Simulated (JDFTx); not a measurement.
Runs of JDFTx 1.7.0 (patched build) on AlN. The structure is cubic, space group F-43m (No. 216). Conventional cell: a = 4.368 Å, b = 4.368 Å, c = 4.368 Å, α = 90.00°, β = 90.00°, γ = 90.00°. Around Al (site symmetry -43m) lie 4 N at 1.89 Å. Around N (site symmetry -43m) lie 4 Al at 1.89 Å. Measurements of this composition are mostly on another form, of space group No. 186.

| task | level | potentials or basis | cell | k mesh | cutoff (eV) | smearing | SCF threshold on the energy | further solve for the empty bands | DOS broadening | mesh quality | gap on the mesh (eV) | pressure (GPa) | V0 of scaled cells (Å³/atom) | B0 (GPa) |
| --- | --- | --- | --- | --- | --- | --- | --- | --- | --- | --- | --- | --- | --- | --- |
| equation of state | PBEsol | PseudoDojo-SR-PBEsol-0.4.1-standard with smoothed tails | as given | 10 × 10 × 10 | 1143 | fermi-dirac 0.05 eV | 1e-09 Ha | - | - | not flagged | - | - | (b) | 201 |
| single point | PBEsol | PseudoDojo-SR-PBEsol-0.4.1-standard with smoothed tails | as given | 10 × 10 × 10 | 1143 | fermi-dirac 0.05 eV | 1e-09 Ha | yes | - | not flagged | 3.19 | 1.2 | - | - |
| equation of state | LDA | PseudoDojo-SR-LDA-0.4.1-standard with smoothed tails | as given | 10 × 10 × 10 | 1143 | fermi-dirac 0.05 eV | 1e-09 Ha | - | - | not flagged | - | - | 10.17 | (a) |
| equation of state | r2SCAN | SG15-PBE-1.2 with smoothed tails | as given | 10 × 10 × 10 | 1361 | fermi-dirac 0.05 eV | 1e-09 Ha | - | - | not flagged | - | - | 10.49 | 208 |
| density of states | PBEsol | PseudoDojo-SR-PBEsol-0.4.1-standard with smoothed tails | the cell as VASP's run set it | 10 × 10 × 10 | 1143 | gaussian 0.05 eV | 1e-08 Ha | yes | 0.003 Ha | not flagged | 3.19 | 1.2 | - | - |
| single point | HSE06 | PseudoDojo-SR-PBE-0.5-standard with smoothed tails | as given | 4 × 4 × 4 | 1143 | fermi-dirac 0.05 eV | 1e-07 Ha | yes | - | coarse | 4.53 | 1.2 | - | - |

Alike in all rows: no spin polarisation.

**Question.** Fill in the values left out.

**Answer.** (a) 210; (b) 10.48.

Caveats: some runs use coarse meshes; the empty levels aren't tightly converged (some runs); the potentials were made for another functional, which shifts forces and pressure (some runs); this program's HSE differs a little from the usual definition (some runs); the hybrid runs on potentials with a model core (some runs).

A k mesh can miss the band edges.
